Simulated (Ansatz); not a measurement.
GeTe:
```yaml
crystal:
  lattice:
    - [2.10896, 1.21761, 3.68761]
    - [-2.10896, 1.21761, 3.68761]
    - [0.00000, -2.43521, 3.68761]
  atoms:
    - { symbol: Ge, position: [0.00682, 0.00682, 0.00682] }
    - { symbol: Te, position: [0.47218, 0.47218, 0.47218] }
```

Relaxed with PBE+D3(BJ). Independent-particle spectrum: no excitons, no local fields, no scissors shift; 0.1 eV broadening; ε₁ of the summed bands alone.

Question: Tabulate the dielectric function from the program Ansatz at the PBE+D3(BJ) level (PAW).

Answer: 

```csv
E (eV),ε₁ xx,ε₂ xx,ε₁ zz,ε₂ zz
0.0,38.65,0.00,31.76,0.00
0.5,42.95,0.00,35.38,0.00
1.0,75.81,17.25,43.76,20.80
1.5,37.98,65.70,39.45,29.13
2.0,-8.59,52.77,18.51,51.80
2.5,-15.12,31.51,-5.96,31.89
3.0,-16.48,16.34,-14.36,21.26
3.5,-11.24,8.79,-12.10,11.46
4.0,-7.55,5.89,-8.61,6.82
4.5,-4.29,4.62,-5.63,4.23
5.0,-2.28,4.92,-2.72,4.24
5.5,-3.76,7.80,-3.75,5.65
6.0,-4.76,3.67,-3.36,3.29
6.5,-2.84,2.31,-1.55,2.27
7.0,-0.77,3.69,0.71,5.20
7.5,-2.70,4.30,-2.30,4.48
8.0,-2.88,2.69,-2.91,3.18
8.5,-2.48,2.05,-2.48,2.40
9.0,-2.12,1.71,-2.11,1.96
9.5,-1.91,1.52,-1.97,1.63
10.0,-1.64,1.17,-1.65,1.31
10.5,-1.46,1.00,-1.46,1.15
11.0,-1.25,0.76,-1.25,0.91
11.5,-0.98,0.67,-1.04,0.80
12.0,-0.78,0.58,-0.85,0.67
```

Question: From ε at 1.0 eV (xx: 75.81 + 17.25i), find n, k, the normal reflectivity and the absorption coefficient.

Answer: n = 8.76, k = 0.984, R = 64 %, α = 2kE/ħc = 100000 cm⁻¹.

With all bands, ε∞ without local fields is 38.7 (xx = yy), 31.8 (zz).

Space group R3m. The cell was relaxed with PBE+D3(BJ) under the symmetry of its start; of distortions, only those at the zone centre were tested. Spin–orbit coupling is left out wherever it is not named.

Potentials: the later of the program's two PAW sets.
